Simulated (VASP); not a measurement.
Set up this calculation in VASP 6.6.1, as the native input.

| Item | Value |
| --- | --- |
| Task | single point |
| Functional | PBE |
| Potentials or basis | VASP PAW PBE potentials, release 64 (Si) |
| Cutoff | 520 eV |
| k mesh | 6 × 6 × 6 |
| Occupations | gaussian, width 0.02 eV |
| Spin | no spin polarisation |
| Dipole correction | no |
| Further INCAR settings | ALGO = Fast; EDIFF = 1e-07; NBANDS = 11 |

The structure of Si lies in POSCAR:

```
Si
1.0
    0.0000000000      2.7348383248      2.7348383248
    2.7348383248      0.0000000000      2.7348383248
    2.7348383248      2.7348383248      0.0000000000
Si
2
Direct
    0.7500000000      0.7500000000      0.7500000000
    0.5000000000      0.5000000000      0.5000000000
```

One way to write it, as run:

INCAR

```
PREC     = Accurate       # precision mode
ENCUT    = 520            # plane-wave cutoff, eV
EDIFF    = 1E-7           # SCF threshold, eV
ISMEAR   = 0              # smearing method
SIGMA    = 0.02           # smearing width, eV
LREAL    = F              # projectors in reciprocal space
LASPH    = T              # aspherical terms in the spheres
NELM     = 100            # most SCF steps
ALGO     = Fast           # electronic algorithm
ISIF     = 2              # what is computed and relaxed
LWAVE    = F              # write WAVECAR
LCHARG   = F              # write CHGCAR
GGA      = PE             # functional
NBANDS   = 11             # bands
```

KPOINTS

```
regular mesh
0
Gamma
  6 6 6
```

Potentials or basis: VASP PAW PBE potentials, release 64 (Si).

Command:

```bash
$ cat potpaw_PBE.64/Si/POTCAR > POTCAR
$ mpirun -np 1 vasp_std > vasp.out
```

Results of the run:

```
Pressure               : 0.0 GPa
Band gap on the k mesh : 0.75 eV, indirect (least direct gap 2.55 eV)
```

Wall time 7.2 s on 1 thread of AMD EPYC 9R14 (Zen 4), on a shared host, peak memory 0.11 GiB.
